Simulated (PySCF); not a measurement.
**Computed NMR parameters against published values**

Atom-mapped SMILES (the numbers label the heavy atoms): `[CH3:1][CH2:2][CH2:3][SH:4]` (H(Xn): hydrogen on atom n).

What is known from experiment: δ ¹³C C2 27.6; C3 26.4; C1 12.6; δ ¹H H(C3) 2.50; H(C2) 1.63; H(C1) 0.99 ppm (measured; solution, not stated per compound (mostly CDCl3 or CCl4); Pretsch, Buehlmann, Badertscher, Structure Determination of Organic Compounds, 4th ed. (2009)).

- GIAO KT3/pcSseg-2 shieldings
- coordinates at the PBE0-D3(BJ)/def2-SVP level
- run in PySCF 2.14
- gas phase, one computed conformer, equivalent nuclei averaged, non-relativistic Hamiltonian

**Question.** Set the calculated values beside the experiment.

**Answer.** 
Reference values: measured (solution, not stated per compound (mostly CDCl3 or CCl4); Pretsch, Buehlmann, Badertscher, Structure Determination of Organic Compounds, 4th ed. (2009)).
```csv
atoms,quantity,reference,computed
C2,δ ¹³C,27.6,38.0
C3,δ ¹³C,26.4,35.6
C1,δ ¹³C,12.6,17.0
H(C3),δ ¹H,2.50,2.36
H(C2),δ ¹H,1.63,1.60
H(C1),δ ¹H,0.99,0.98
```

Computed shifts are σ(ref) − σ with the named reference compound (TMS for H and C) calculated as an isolated molecule at the same level.

**Question.** How far are the unscaled ¹³C shifts from the references?

**Answer.** Mean signed difference +8.00 ppm, mean absolute 8.00 ppm over 3 comparisons; the largest is +10.4 ppm at C2 (sp3 CH2).

**Question.** How far are the unscaled ¹H shifts from the references?

**Answer.** Mean signed difference -0.06 ppm, mean absolute 0.06 ppm over 3 comparisons; the largest is -0.14 ppm at H(C3) (hydrogen on an sp3 CH2 bonded to S).
